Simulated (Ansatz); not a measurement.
# Rh: the cost of one run

Program: Ansatz 0.2.0. Level of theory: DFT PBE, scalar-relativistic, plane waves, PAW. These are calculated values, not measurements.

31 further runs of the same task are left out: 31 set aside as unsound or not needed. Runs told in other sessions of the task aren't counted.

## (1) The starting structure

The structure is hexagonal, space group P6_3/mmc (No. 194). The conventional cell has a = 2.725 Å, b = 2.725 Å, c = 4.385 Å, α = 90.00°, β = 90.00°, γ = 120.00°. Around Rh (site symmetry -6m2) lie 12 Rh at 2.70 to 2.72 Å.

Coordinates:

```cif
data_structure
_symmetry_space_group_name_H-M 'P 1'
_symmetry_Int_Tables_number 1
_cell_length_a 2.7249
_cell_length_b 2.7249
_cell_length_c 4.3851
_cell_angle_alpha 90.000
_cell_angle_beta 90.000
_cell_angle_gamma 120.000
_cell_volume 28.20
loop_
_atom_site_label
_atom_site_type_symbol
_atom_site_fract_x
_atom_site_fract_y
_atom_site_fract_z
_atom_site_occupancy
Rh1 Rh 0.66667 0.33333 0.75000 1
Rh2 Rh 0.33333 0.66667 0.25000 1
```

It goes back to an entry of the Materials Project, which need not be the stable form.

This cell was relaxed beforehand with the same method: volume 14.10 Å³/atom, gap on the mesh none (metal).

## (2) The scan

The energy is mapped over volume and a fixed ferromagnetic moment.

- volume per atom: 7 values from 11.56 to 16.64 Å³
- total spin moment of the cell, held fixed: 9 values from 0.00 to 2.00 μB

Nothing else is relaxed (shape and fractional coordinates fixed). Points are written as (first, second).

## (3) Grid point (16.64 Å³, 0.00 μB)

Input file input.yaml:

```yaml
crystal:
  lattice:
    - [2.8794130266, 0.0, 0.0]
    - [-1.4397065133, 2.493644829, 0.0]
    - [0.0, 0.0, 4.6338326521]
  atoms:
    - { symbol: Rh, position: [0.6666666667, 0.3333333333, 0.75] }
    - { symbol: Rh, position: [0.3333333333, 0.6666666667, 0.25] }
basis:
  ecutwfc: 420
kpoints:
  mp_grid: { grid: [21, 21, 12] }
hamiltonian:
  xc: pbe
  pseudopotentials: { kind: paw, azcp: { folder: soft_1 } }
scf:
  occupations: { method: gaussian, width: 0.15 }
  lower_state_search: "off"
output:
  forces: true
  stress: true
  eigenvalues: true
```

Launch:

```bash
> ansatz run input.yaml --threads 2 --pin off --max-ram 4096MiB --backend cpu --events-out ev --progress --plain --runs-dir out
```

What time and memory should one allow on 2 threads of Arm Neoverse N1, shared host?

About 11 s, with a peak of 0.43 GiB.
